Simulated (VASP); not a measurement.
# C in VASP: further runs, part 2 of 2

VASP 6.6.1. Earlier steps stand in the parts before.

**3. Single point, PBE+D3(BJ)**

File INCAR:

```
SYSTEM = C
ALGO = Normal ; EDIFF = 1E-6
ENCUT = 520 ; GGA = PE
ISIF = 2 ; ISMEAR = -1
IVDW = 12 ; LASPH = .TRUE.
LCHARG = .FALSE. ; LREAL = Auto
LWAVE = .FALSE. ; NBANDS = 51
NELM = 100 ; PREC = Accurate
SIGMA = 0.05
```

File KPOINTS:

```
k-points
0
G
  2 2 1
  0 0 0
```

File POSCAR:

```
C
1.0
    7.3980000000      0.0000000000      0.0000000000
   -3.6990000000      6.4068560000      0.0000000000
    0.0000000000      0.0000000000     12.0000000000
C
18
Direct
    0.0046996524      0.0051819488      0.0745333333
    0.2191693886      0.1137375337      0.0848000000
   -0.0058593229      0.3312389103      0.0845250000
    0.2191022468      0.4451793516      0.0873583333
    0.0058197844      0.6720613043      0.0795333333
    0.2262502908      0.7798052586      0.0810000000
    0.3345453664      0.0032621304      0.0864333333
    0.5557190275      0.1158446514      0.0878916667
    0.3304318786      0.3303960632      0.0881916667
    0.5468089857      0.4358456004      0.0850333333
    0.3347791078      0.6659896836      0.0840750000
    0.5564789170      0.7715953035      0.0847750000
    0.6715869154      0.0000000000      0.0889416667
    0.8952039425      0.1164689826      0.0776666667
    0.6671260241      0.3324407478      0.0813166667
    0.8861740880      0.4428537180      0.0796416667
    0.6653659442      0.6606048271      0.0813500000
    0.8866119043      0.7774952332      0.0829250000
```

Potentials or basis: VASP PAW PBE potentials, release 64 (C).

Launch:

```
$ cat potpaw_PBE.64/C/POTCAR > POTCAR
$ mpirun -np 1 vasp_std > vasp.out
```

It took 4.6 min on 1 thread of Intel Xeon Platinum 8259CL at 2.50GHz (Skylake/Cascade Lake), shared host; peak memory 0.55 GiB.

The run converged. Its results:

```
Free energy                : -166.6303 eV
Largest force              : 3.150 eV/Å
Band gap on the k mesh     : 0.06 eV
Dispersion energy per atom : -0.089 eV
```

Forces on the atoms (eV/Å):
```
C   -1.003 -1.958  0.985
C    1.874 -1.496 -0.338
C    1.604  2.049 -0.469
C    0.127 -0.394 -0.245
C   -0.728 -1.389  0.266
C   -0.791  0.486  0.341
C   -0.064 -0.148 -0.142
C    1.624 -2.183 -0.002
C   -1.024  1.377 -0.138
C    1.439  1.755 -0.324
C    0.221 -0.152  0.086
C   -0.754  1.716  0.104
C   -0.696 -0.015 -1.041
C   -2.010 -2.300  0.768
C   -0.876  0.471  0.353
C    0.059  1.440  0.286
C   -0.187  0.012  0.520
C    1.186  0.729 -1.009
```

Levels at points of the mesh, in eV from the valence-band top:
| k point | band 32 | band 33 | band 34 | band 35 | band 36 | band 37 | band 38 | band 39 | band 40 | band 41 |
| --- | --- | --- | --- | --- | --- | --- | --- | --- | --- | --- |
| (0.00, 0.00, 0.00) | -4.32 | -3.15 | -2.81 | -0.11 | 0.00 | 0.06 | 0.16 | 3.24 | 4.37 | 4.61 |
| (0.50, 0.00, 0.00) | -2.77 | -2.66 | -2.59 | -2.48 | -2.20 | 1.54 | 2.40 | 2.48 | 2.59 | 2.69 |
| (0.00, 0.50, 0.00) | -2.76 | -2.71 | -2.50 | -2.47 | -2.31 | 1.70 | 2.30 | 2.40 | 2.68 | 2.70 |
| (0.50, 0.50, 0.00) | -2.73 | -2.69 | -2.60 | -2.48 | -2.28 | 1.76 | 2.36 | 2.52 | 2.55 | 2.62 |

Caveat: the k mesh is coarse (spacing up to 0.49 Å⁻¹), so the values aren't converged. As with any semilocal functional, this PBE gap is likely too small.

**4. Single point, PBE+D3(BJ)**

File INCAR:

```
PREC = Accurate
ENCUT = 520
EDIFF = 1E-6
ISMEAR = -1
SIGMA = 0.05
LREAL = Auto
LASPH = True
NELM = 100
ALGO = Fast
ISIF = 2
LWAVE = False
LCHARG = False
GGA = PE
IVDW = 12
NBANDS = 51
```

File KPOINTS:

```
regular mesh
0
Gamma
  2 2 1
```

File POSCAR:

```
C
1.0
    7.3980000000      0.0000000000      0.0000000000
   -3.6990000000      6.4068560000      0.0000000000
    0.0000000000      0.0000000000     12.0000000000
C
18
Direct
   -0.0035904244     -0.0057750635      0.0841833333
    0.2191135184      0.1088677504      0.0825333333
   -0.0048668862      0.3353594961      0.0843083333
    0.2175143148      0.4446798867      0.0797583333
    0.0054507485      0.6708906834      0.0918000000
    0.2237583494      0.7781195644      0.0814666667
    0.3364292149      0.0012174458      0.0799166667
    0.5549013327      0.1062611677      0.0833500000
    0.3368103514      0.3372324897      0.0823000000
    0.5490284632      0.4416362721      0.0793083333
    0.3399508906      0.6713589317      0.0771250000
    0.5520580233      0.7737024213      0.0810833333
    0.6740290508      0.0047761336      0.0864916667
    0.8847577730      0.1094452568      0.0871833333
    0.6661452440      0.3317227670      0.0782416667
    0.8911459952      0.4517972622      0.0848916667
    0.6660729789      0.6591532571      0.0861083333
    0.8912916858      0.7795555261      0.0899500000
```

Launch:

```
$ cat potpaw_PBE.64/C/POTCAR > POTCAR
$ mpirun -np 1 vasp_std > vasp.out
```

Wall time 4.5 min (1 thread of Intel Xeon Platinum 8259CL at 2.50GHz (Skylake/Cascade Lake), shared host); peak memory 0.55 GiB.

The run converged. Its results:

```
Free energy                : -166.5303 eV
Largest force              : 3.795 eV/Å
Band gap on the k mesh     : 0.09 eV
Dispersion energy per atom : -0.089 eV
```

Forces in eV/Å, atoms in the order of the input:
```
C    0.183  2.597  0.377
C    0.619  0.604 -0.145
C    1.722 -0.111 -0.046
C    1.143  0.400  0.289
C   -0.198  0.294 -0.916
C    0.018  0.769  0.276
C   -1.064 -0.676  0.387
C    0.133  2.373 -0.519
C   -3.070 -2.178 -0.365
C    2.801  0.010  0.334
C   -2.143 -2.192  0.253
C    2.983  1.552  0.435
C   -2.114 -3.141 -0.257
C    1.765  1.320 -0.319
C    0.003  0.299  0.747
C   -1.021 -2.221 -0.012
C   -1.093  2.438 -0.383
C   -0.668 -2.134 -0.137
```

Levels at points of the mesh, in eV from the valence-band top:
```tsv
k point	band 33	band 34	band 35	band 36	band 37	band 38	band 39	band 40
(0.00, 0.00, 0.00)	-3.31	-2.62	-0.27	0.00	0.09	0.27	3.24	4.36
(0.50, 0.00, 0.00)	-2.74	-2.63	-2.40	-2.13	1.42	2.32	2.58	2.61
(0.00, 0.50, 0.00)	-2.72	-2.59	-2.44	-2.31	1.73	2.26	2.47	2.65
(0.50, 0.50, 0.00)	-2.61	-2.54	-2.50	-2.38	1.84	2.35	2.37	2.50
```

Caveat: the k mesh is coarse (spacing up to 0.49 Å⁻¹), so the values aren't converged.

**5. Molecular dynamics, PBE+D3(BJ)**

File INCAR:

```
  ALGO = Normal
  ANDERSEN_PROB = 0.0
  EDIFF = 1E-5
  ENCUT = 520
  GGA = PE
  IBRION = 0
  ISIF = 2
  ISMEAR = -1
  ISYM = 0
  IVDW = 12
  LASPH = True
  LCHARG = True
  LREAL = Auto
  LWAVE = False
  MDALGO = 1
  NELM = 100
  NELMIN = 4
  NSW = 40
  POTIM = 1.5
  PREC = Accurate
  RANDOM_SEED = 50229 0 0
  SIGMA = 0.05
  TEBEG = 450.0
  TEEND = 450.0
```

File KPOINTS:

```
k-points
0
Gamma
  2 2 1
```

File POSCAR:

```
C
1.0
    7.3980000000      0.0000000000      0.0000000000
   -3.6990000000      6.4068560000      0.0000000000
    0.0000000000      0.0000000000     12.0000000000
C
18
Direct
   -0.0014162000      0.0007261200      0.0782045200
    0.2208348100      0.1084038800      0.0839112600
    0.0005945100      0.3384835600      0.0861291400
    0.2202409200      0.4461308500      0.0852779400
   -0.0015573100      0.6666486900      0.0770122900
    0.2294784100      0.7858085800      0.0775101300
    0.3361873900      0.0034591400      0.0851960800
    0.5595378300      0.1112072700      0.0926559300
    0.3240572200      0.3296266900      0.0820910800
    0.5561902000      0.4433144300      0.0812001400
    0.3347797300      0.6658655900      0.0859134500
    0.5589085500      0.7754772900      0.0850309200
    0.6645040500     -0.0057627700      0.0869001400
    0.8884510100      0.1112242600      0.0809098400
    0.6647682800      0.3330117700      0.0825980800
    0.8883105500      0.4465985700      0.0796270200
    0.6649105000      0.6611315200      0.0856461000
    0.8912195500      0.7786444900      0.0841858900
```

Launch:

```
$ cat potpaw_PBE.64/C/POTCAR > POTCAR
$ mpirun -np 1 vasp_std > vasp.out
```

Wall time 43 min (1 thread of Intel Xeon Platinum 8259CL at 2.50GHz (Skylake/Cascade Lake), shared host); peak memory 0.78 GiB.

The run converged. Its results:

* Dispersion energy per atom: -0.089 eV

Step by step:
| step | potential energy change (eV) | largest force (eV/Å) | pressure (GPa) | volume (Å³) | temperature (K) |
| --- | --- | --- | --- | --- | --- |
| 1 | 0.0000 | 2.4653 | 0.18 | 568.78 | 469 |
| 2 | -0.0585 | 2.6258 | 0.18 | 568.78 | 495 |
| 3 | -0.0205 | 2.5914 | 0.20 | 568.78 | 478 |
| 4 | 0.0938 | 3.3084 | 0.25 | 568.78 | 427 |
| 5 | 0.2407 | 3.6070 | 0.30 | 568.78 | 362 |
| 6 | 0.3630 | 3.8902 | 0.31 | 568.78 | 308 |
| 7 | 0.4147 | 3.9413 | 0.26 | 568.78 | 285 |
| 8 | 0.3830 | 3.8238 | 0.17 | 568.78 | 298 |
| 9 | 0.2952 | 3.0776 | 0.06 | 568.78 | 337 |
| 10 | 0.2077 | 2.6642 | -0.04 | 568.78 | 375 |
| 11 | 0.1745 | 2.3533 | -0.12 | 568.78 | 390 |
| 12 | 0.2079 | 2.1115 | -0.14 | 568.78 | 376 |
| 13 | 0.2829 | 2.7481 | -0.14 | 568.78 | 342 |
| 14 | 0.3858 | 3.2872 | -0.12 | 568.78 | 295 |
| 15 | 0.4922 | 3.5118 | -0.10 | 568.78 | 248 |
| 16 | 0.5755 | 3.1731 | -0.09 | 568.78 | 210 |
| 17 | 0.6286 | 3.2530 | -0.11 | 568.78 | 186 |
| 18 | 0.6556 | 3.2701 | -0.14 | 568.78 | 173 |
| 19 | 0.6522 | 3.7710 | -0.17 | 568.78 | 175 |
| 20 | 0.6045 | 4.0008 | -0.20 | 568.78 | 197 |
| 21 | 0.5034 | 3.7374 | -0.22 | 568.78 | 243 |
| 22 | 0.3568 | 2.9066 | -0.23 | 568.78 | 309 |
| 23 | 0.2163 | 2.1716 | -0.21 | 568.78 | 370 |
| 24 | 0.1599 | 2.0593 | -0.14 | 568.78 | 395 |
| 25 | 0.2024 | 3.0906 | -0.02 | 568.78 | 378 |
| 26 | 0.2886 | 3.9035 | 0.10 | 568.78 | 340 |
| 27 | 0.3468 | 4.0129 | 0.18 | 568.78 | 315 |
| 28 | 0.3434 | 3.7573 | 0.21 | 568.78 | 316 |
| 29 | 0.2902 | 3.7580 | 0.21 | 568.78 | 339 |
| 30 | 0.2197 | 3.2638 | 0.17 | 568.78 | 370 |
| 31 | 0.1599 | 2.5410 | 0.14 | 568.78 | 397 |
| 32 | 0.1308 | 3.2162 | 0.12 | 568.78 | 410 |
| 33 | 0.1504 | 3.4831 | 0.14 | 568.78 | 401 |
| 34 | 0.2154 | 3.1841 | 0.17 | 568.78 | 372 |
| 35 | 0.2822 | 3.4981 | 0.22 | 568.78 | 344 |
| 36 | 0.2937 | 3.6512 | 0.24 | 568.78 | 339 |
| 37 | 0.2466 | 3.5375 | 0.24 | 568.78 | 358 |
| 38 | 0.1991 | 2.8881 | 0.23 | 568.78 | 378 |
| 39 | 0.2078 | 2.6611 | 0.25 | 568.78 | 374 |
| 40 | 0.2768 | 3.7515 | 0.28 | 568.78 | 344 |

Caveat: the k mesh is coarse (spacing up to 0.49 Å⁻¹), so the values aren't converged.
